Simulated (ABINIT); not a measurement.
Runs of ABINIT 10.8.3 (patched build) on Ta. The structure is cubic, space group Im-3m (No. 229). The conventional cell has a = 3.303 Å, b = 3.303 Å, c = 3.303 Å, α = 90.00°, β = 90.00°, γ = 90.00°. Around Ta (site symmetry m-3m) lie 8 Ta at 2.86 Å. 

```csv
task,level,potentials or basis,spin,k mesh,cutoff (eV),fine-grid cutoff,dispersion computed by,mesh quality,gap on the mesh (eV),pressure (GPa),V0 of scaled cells (Å³/atom),B0 (GPa)
band structure,PBEsol,PseudoDojo NC SR PBEsol v0.4.1 standard,off,11 × 11 × 11,789,-,-,not flagged,none,-4.2,-,-
band structure,BP86,JTH PAW PBE v2.0,"SOC, no magnetisation",11 × 11 × 11,517,1034.03 eV,-,not flagged,none,2.1,-,-
single point,PBEsol,JTH PAW PBE v2.0,off,7 × 7 × 7,517,1034.03 eV,-,coarse,none,-3.1,-,-
equation of state,BLYP,JTH PAW PBE v2.0,off,11 × 11 × 11,517,1034.03 eV,-,not flagged,-,-,(a),186
equation of state,rPW86PBE,JTH PAW PBE v2.0,off,11 × 11 × 11,517,1034.03 eV,-,not flagged,-,-,18.94,184
band structure,r2SCAN,JTH PAW LDA v2.0,off,11 × 11 × 11,490,979.61 eV,-,not flagged,none,-,-,-
band structure,revPBE,JTH PAW PBE v2.0,off,11 × 11 × 11,517,1034.03 eV,-,not flagged,none,(c),-,-
equation of state,BLYP+D3(BJ),JTH PAW PBE v2.0,off,11 × 11 × 11,517,1034.03 eV,-,not flagged,-,-,17.47,215
equation of state,RPBE+D4,JTH PAW PBE v2.0,off,11 × 11 × 11,517,1034.03 eV,dftd4 4.3.1,not flagged,-,-,18.15,197
band structure,rPW86PBE,JTH PAW PBE v2.0,"SOC, no magnetisation",11 × 11 × 11,517,1034.03 eV,-,not flagged,none,(b),-,-
band structure,BLYP,JTH PAW PBE v2.0,"SOC, no magnetisation",11 × 11 × 11,517,1034.03 eV,-,not flagged,none,8.8,-,-
```

Alike in all rows: cell as given; smearing fermi-dirac 0.05 eV.

Problem. Fill in the values left out.

Solution. (a) 18.84; (b) 9.8; (c) 4.9.

Caveats: some runs use coarse meshes; the PAW data sets were made with another functional, which shifts forces and pressure a little (some runs); pressures at fixed basis lie under the slope of the energies (some runs); spin-orbit coupling is left out, which moves the levels of the heavy elements (some runs).

A k mesh can miss the band edges, and rows without SOC leave out spin-orbit coupling on Ta.

A gap of «none» marks a metal or a gap under the smearing width.

Runs at the PBE level aren't shown here.
